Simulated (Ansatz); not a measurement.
Level of theory: Ansatz 0.2.0, DFT PBE, scalar-relativistic, plane waves, PAW. All cells share a 420 eV cutoff and Γ-centred k meshes spaced at most about 0.3 Å⁻¹ (about 0.25 or finer for metals, 2π included). No spin polarisation.

Each guess is relaxed in cell and atoms at zero pressure, on a coarse mesh first where it starts far from rest and then on a converged one. The steps can't lower the symmetry of the start, but it can rise. Energies are static (0 K, no zero-point motion).

Two unrelaxed guesses for SnO:

A.

```
Sn O
1.0
     3.15752    0.00000    0.00000
     0.00000    3.15752    0.00000
     0.00000    0.00000    3.15752
Sn O
1 1
Direct
  0.00000 0.00000 0.00000
  0.50000 0.50000 0.50000
```

B.

```
Sn O
1.0
     3.49338    0.00000    0.00000
    -1.74669    3.02535    0.00000
     0.00000    0.00000    5.75565
Sn O
2 2
Direct
  0.00000 0.00000 0.00000
  0.00000 0.00000 0.50000
  0.33333 0.66667 0.75000
  0.66667 0.33333 0.25000
```

Question: Which guess leads to the lower structure, and by how much?

Answer: B ends lower, by 243 meV/atom. A: Pm-3m at 15.7 Å³/atom → Pm-3m (caesium chloride type) at 15.4 Å³/atom; B: P6_3/mmc at 15.2 Å³/atom → P6_3/mmc (nickel arsenide type) at 16.8 Å³/atom. Counting O atoms around Sn (those within 1.25 times the shortest such distance or 1.15 times the sum of covalent radii; the shortest distance is added where it is long for a bond), the end of A has Sn 8 from 2.7 Å and the end of B has Sn 6 from 2.6 Å. End of A. Conventional cell: a = 3.132 Å. Sn is surrounded by 8 O at 2.71 Å and 6 Sn at 3.13 Å; O has 8 Sn at 2.71 Å and 6 O at 3.13 Å. End of B. Conventional cell: a = 3.469 Å, c = 6.438 Å. Around Sn lie 6 O at 2.57 Å; around O lie 6 Sn at 2.57 Å.

Ends held by symmetry can be saddle points. Neither end is the lowest form computed: that has the litharge type, space group P4/nmm (No. 129), is reached from a Materials Project cell and lies 0.53 eV/atom below the better end. Some candidate types were left out of the draw beforehand, so a known form may be missing.
